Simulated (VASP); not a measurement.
Set up this calculation in VASP 6.6.1, as the native input.

```
Task                   : single point
Functional             : PBEsol
Potentials or basis    : VASP PAW PBE potentials, release 64 (Al, Ru_pv)
Cutoff                 : 520 eV
k mesh                 : 10 × 10 × 10
Occupations            : gaussian, width 0.01 eV
Spin                   : no spin polarisation
Dipole correction      : no
Further INCAR settings : ALGO = Fast; EDIFF = 1e-06; NBANDS = 29
```

The structure of Al2Ru lies in POSCAR:

```
Al2Ru
1.0
    0.0000000000      3.9876479938      4.3850793253
    2.3505691325      0.0000000000      4.3850793253
    2.3505691325      3.9876479938      0.0000000000
Al Ru
4 2
Direct
    0.0789481730      0.4210518270      0.0789481730
    0.4210518270      0.0789481730      0.4210518270
    0.1710518270      0.8289481730      0.1710518270
    0.8289481730      0.1710518270      0.8289481730
    0.7500000000      0.7500000000      0.7500000000
    0.5000000000      0.5000000000      0.5000000000
```

The cell comes from a database or a generator and needn't be the stable form of this composition.

One way to write it, as run:

INCAR

```
SYSTEM = Al2Ru
  ALGO = Fast
  EDIFF = 1E-6
  ENCUT = 520
  GGA = PS
  ISIF = 2
  ISMEAR = 0
  LASPH = .TRUE.
  LCHARG = .FALSE.
  LREAL = .FALSE.
  LWAVE = .FALSE.
  NBANDS = 29
  NELM = 100
  PREC = Accurate
  SIGMA = 0.01
```

KPOINTS

```
k-points
0
G
  10 10 10
  0 0 0
```

Potentials or basis: VASP PAW PBE potentials, release 64 (Al, Ru_pv).

Run with:

```bash
$ cat potpaw_PBE.64/Al/POTCAR potpaw_PBE.64/Ru_pv/POTCAR > POTCAR
$ mpirun -np 1 vasp_std > vasp.out
```

Results of the run:

```yaml
Pressure: 0.2 GPa
Band_gap_on_the_k_mesh: 0.08 eV, indirect (least direct gap 1.23 eV)
```

Caveat: the PAW data sets were made with another functional, which shifts forces and pressure a little.

Wall time 16 min on 1 thread of AMD EPYC 7R43 64-Core Processor (Zen 3), on a shared host, peak memory 0.43 GiB.
